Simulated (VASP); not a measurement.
A run of VASP 6.6.1:

INCAR

```
SYSTEM = HfS2
ALGO     = Normal         ! electronic algorithm
EDIFF    = 1E-7           ! SCF threshold, eV
EDIFFG   = -0.005         ! ionic threshold
ENCUT    = 600            ! plane-wave cutoff, eV
IBRION   = 2              ! ionic algorithm
ISIF     = 3              ! what is computed and relaxed
ISMEAR   = 0              ! smearing method
LASPH    = .True.         ! aspherical terms in the spheres
LCHARG   = .False.        ! write CHGCAR
LMIXTAU  = .True.       
LREAL    = .False.        ! projectors in reciprocal space
LWAVE    = .False.        ! write WAVECAR
METAGGA  = R2SCAN         ! meta-GGA
NELM     = 80             ! most SCF steps
NSW      = 90             ! ionic steps
PREC     = Accurate       ! precision mode
SIGMA    = 0.03           ! smearing width, eV
```

KPOINTS

```
k-points
0
Gamma
  9 9 5
  0 0 0
```

Contents of POSCAR:

```
HfS2                                    
1.0
    3.6386478206      0.0000000000      0.0000000000
   -1.8193239103      3.1511614480     -0.0000000000
    0.0000000000      0.0000000000      6.1170143002
  Hf              S             
     1     2
Direct
     0.0000000000000000    0.0000000000000000    1.0000000000000000
     0.6666666699999979    0.3333333300000021    0.7662826320243710
     0.3333333300000021    0.6666666699999979    0.2337173679756292
```

Potentials or basis: VASP PAW PBE potentials, release 64 (Hf_pv, S).

Launch:

```console
$ cat potpaw_PBE.64/Hf_pv/POTCAR potpaw_PBE.64/S/POTCAR > POTCAR
$ mpirun -np 1 vasp_std > vasp.out
```

Hardware: 1 thread of Intel(R) Xeon(R) Platinum 8488C (Sapphire Rapids), on a shared host.

Q: Estimate the wall time of this run.

A: It took 5 min on 1 thread of Intel(R) Xeon(R) Platinum 8488C (Sapphire Rapids) (shared host), peak memory 0.25 GiB. Counts: scf iterations 23, k points 50, ion steps 1.
